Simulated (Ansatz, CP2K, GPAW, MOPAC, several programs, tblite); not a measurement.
**Many methods on one cell: SrO (P6_3/mmc)**

A 4-atom cell of SrO (P6_3/mmc) from a materials database, relaxed with r2SCAN in Ansatz, was computed with several methods. Space group P6_3/mmc (No. 194), hexagonal; a = 3.547 Å, c = 6.208 Å in the conventional setting, 16.91 Å³ an atom. Sr is surrounded by 6 O at 2.57 Å; O is surrounded by 6 Sr at 2.57 Å. No spin polarisation and no zero-point or thermal motion.

```cif
data_structure
_symmetry_space_group_name_H-M 'P6_3/mmc'
_symmetry_Int_Tables_number 194
_cell_length_a 3.5471
_cell_length_b 3.5471
_cell_length_c 6.2083
_cell_angle_alpha 90.000
_cell_angle_beta 90.000
_cell_angle_gamma 120.000
_cell_volume 67.65
loop_
_atom_site_label
_atom_site_type_symbol
_atom_site_symmetry_multiplicity
_atom_site_Wyckoff_symbol
_atom_site_fract_x
_atom_site_fract_y
_atom_site_fract_z
_atom_site_occupancy
Sr1 Sr 2 c 0.33333 0.66667 0.25000 1
O1 O 2 a 0.00000 0.00000 0.00000 1
```

Gaps and times are for a single point on this cell; volume and bulk modulus come from each method's own relaxation or energy curve at fixed shape, which is too stiff where a cell has free coordinates or axes. Times are rough, from shared hosts (Arm Neoverse N1), and each method has its own mesh and cell size. A dagger marks a closed or tiny gap in a crystal that DFT finds insulating: a failure of the method or a wrong SCF state. A double dagger marks a value from a curve with shape and coordinates held. GFN1-xTB (tblite): levels, charges or heat of formation failed a check of plausibility, so no values are given. PM6 (MOPAC), PM7 (MOPAC), GFN1-xTB (tblite), GFN2-xTB (tblite) treat a cluster of cells at its zone centre, which samples few k points: where these miss a band edge, the gap comes out too large for that reason alone. Gaps from k meshes are read at a limited set of points (mesh, symmetry points, PBE's band edges), so each method's own least gap may be somewhat smaller. xTB and the PM methods were fitted mostly to molecules, and can miss a solid's gap by electronvolts. Minimal bases can be far off for gaps. GLLB-SC's gap includes the derivative discontinuity. d marks a direct gap, i an indirect one (no mark: not told apart), a dash a value that wasn't computed or didn't pass its checks.

```json
{"method": "light PBE (260 eV and a coarse mesh)", "kind": "light plane-wave", "gap (eV)": "3.03 d", "own volume (Å³/atom)": "–", "bulk modulus (GPa)": "–", "atoms computed": "4", "processor time": "1.8 s"}
{"method": "PM7 (MOPAC)", "kind": "semi-empirical", "gap (eV)": "7.18", "own volume (Å³/atom)": "–", "bulk modulus (GPa)": "–", "atoms computed": "72", "processor time": "5.3 s"}
{"method": "PM6 (MOPAC)", "kind": "semi-empirical", "gap (eV)": "2.95", "own volume (Å³/atom)": "–", "bulk modulus (GPa)": "–", "atoms computed": "72", "processor time": "6.2 s"}
{"method": "PBE", "kind": "semilocal", "gap (eV)": "3.10 i", "own volume (Å³/atom)": "17.29", "bulk modulus (GPa)": "81‡", "atoms computed": "4", "processor time": "9.2 s"}
{"method": "GFN1-xTB (tblite)", "kind": "tight binding", "gap (eV)": "–", "own volume (Å³/atom)": "–", "bulk modulus (GPa)": "–", "atoms computed": "72", "processor time": "13 s"}
{"method": "PBE/SZV (CP2K)", "kind": "small basis", "gap (eV)": "0.09 i", "own volume (Å³/atom)": "–", "bulk modulus (GPa)": "–", "atoms computed": "4", "processor time": "14 s"}
{"method": "GFN2-xTB (tblite)", "kind": "tight binding", "gap (eV)": "0.25†", "own volume (Å³/atom)": "–", "bulk modulus (GPa)": "–", "atoms computed": "72", "processor time": "15 s"}
{"method": "r2SCAN", "kind": "semilocal", "gap (eV)": "3.54 i", "own volume (Å³/atom)": "16.91", "bulk modulus (GPa)": "91‡", "atoms computed": "4", "processor time": "23 s"}
{"method": "PBE/DZVP (CP2K)", "kind": "small basis", "gap (eV)": "3.03 i", "own volume (Å³/atom)": "17.49‡", "bulk modulus (GPa)": "82‡", "atoms computed": "4", "processor time": "34 s"}
{"method": "GLLB-SC (GPAW)", "kind": "model potential", "gap (eV)": "6.36", "own volume (Å³/atom)": "–", "bulk modulus (GPa)": "–", "atoms computed": "4", "processor time": "110 s"}
```

Against r2SCAN (3.54 eV) and with closed or daggered gaps left aside, the nearest gap at the points sampled is that of PBE (-0.44 eV) and the farthest that of PM7 (MOPAC) (+3.64 eV). r2SCAN is only a yardstick of convenience: semilocal gaps usually lie below measured ones, which GLLB-SC and hybrids aim to mend.

Volumes against r2SCAN's: PBE +2.2 %.

Runs without a result: PBE/single zeta (GPAW) (single point, out of time).
